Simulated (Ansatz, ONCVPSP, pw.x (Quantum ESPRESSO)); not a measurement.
## What a changed setting does to a pw.x run (fcc H)

Potential: optimised norm-conserving Vanderbilt (ONCV), ONCVPSP 4.0.1.1 (patched build), PBE; core none, reference 1s1; waves: 1s: rc 0.95 bohr, ncon 4, nbas 8, qcut 7.3 1/bohr, 3 projectors, debl 1.1 Ha; p scattering state at 0.09 Ha: rc 1.00 bohr, ncon 3, nbas 6, qcut 7 1/bohr, 1 projector; local part: polynomial inside 0.65 bohr (lpopt 5, dvloc0 2 Ha); core correction: none.

The reference run (k-mesh 18³, cutoffs 65/260 Ry, Fermi–Dirac 0.01 Ry, mixing_beta 0.4, conv_thr 1e-9, no spin) gives -0.76 GPa at 2.975 Å³/atom, where all-electron LAPW gives -0.20 GPa. This run, with its own iteration cap, changes ecutrho/ecutwfc to 3.

```
&control
  calculation='scf', prefix='x', pseudo_dir='./', outdir='./tmp', tstress=.true., disk_io='none'
/
&system
  ibrav=0, nat=1, ntyp=1, ecutwfc=65, ecutrho=195, nbnd=7,
  occupations='smearing', smearing='fd', degauss=0.01
/
&electrons
  conv_thr=1e-09, mixing_beta=0.4, electron_maxstep=50
/
ATOMIC_SPECIES
H 1.0 H.UPF
CELL_PARAMETERS angstrom
  0.00000000 1.14152561 1.14152561
  1.14152561 0.00000000 1.14152561
  1.14152561 1.14152561 0.00000000
ATOMIC_POSITIONS crystal
H 0.0000 0.0000 0.0000
K_POINTS automatic
18 18 18 0 0 0
```

```bash
pw.x < H.scf.in > H.scf.out
```

How does the run end?

It converges in 3 iterations; the free energy moves by +0.0 meV/atom and the pressure by +0.00 GPa. Below 4 the density is truncated and F is no longer variational, so a small shift in one case is no licence.

```
Message from routine set_cutoff:
     ecutrho < 4*ecutwfc, are you sure?
     Message from routine setup:
     using ibrav=0 with symmetry is DISCOURAGED, use correct ibrav instead
     lattice parameter (alat)  =       3.0507  a.u.
     unit-cell volume          =      20.0763 (a.u.)^3
     number of electrons       =         1.00
     number of Kohn-Sham states=            7
     kinetic-energy cutoff     =      65.0000  Ry
     charge density cutoff     =     195.0000  Ry
     scf convergence threshold =      1.0E-09
     Exchange-correlation= PBE
     number of k points=   195  Fermi-Dirac smearing, width (Ry)=  0.0100
     iteration #  1     ecut=    65.00 Ry     beta= 0.40
     total energy              =      -1.07608514 Ry
     estimated scf accuracy    <       0.00000427 Ry
     iteration #  2     ecut=    65.00 Ry     beta= 0.40
     total energy              =      -1.07608951 Ry
     estimated scf accuracy    <       0.00000162 Ry
     iteration #  3     ecut=    65.00 Ry     beta= 0.40
     the Fermi energy is     3.7872 ev
!    total energy              =      -1.07608966 Ry
     estimated scf accuracy    <          1.5E-10 Ry
     smearing contrib. (-TS)   =      -0.00045519 Ry
     The total energy is F=E-TS. E is the sum of the following terms:
     one-electron contribution =       0.63501409 Ry
     hartree contribution      =       0.01831541 Ry
     xc contribution           =      -0.66626134 Ry
     ewald contribution        =      -1.06270263 Ry
     convergence has been achieved in   3 iterations
          total   stress  (Ry/bohr**3)                   (kbar)     P=       -7.62
     Message from routine punch:
     Nothing written, as per user request (disk_io='none')
```

The run took about 1.8 s on one core of a shared host (Neoverse-N1, 64 threads, 124 GiB, load 48).
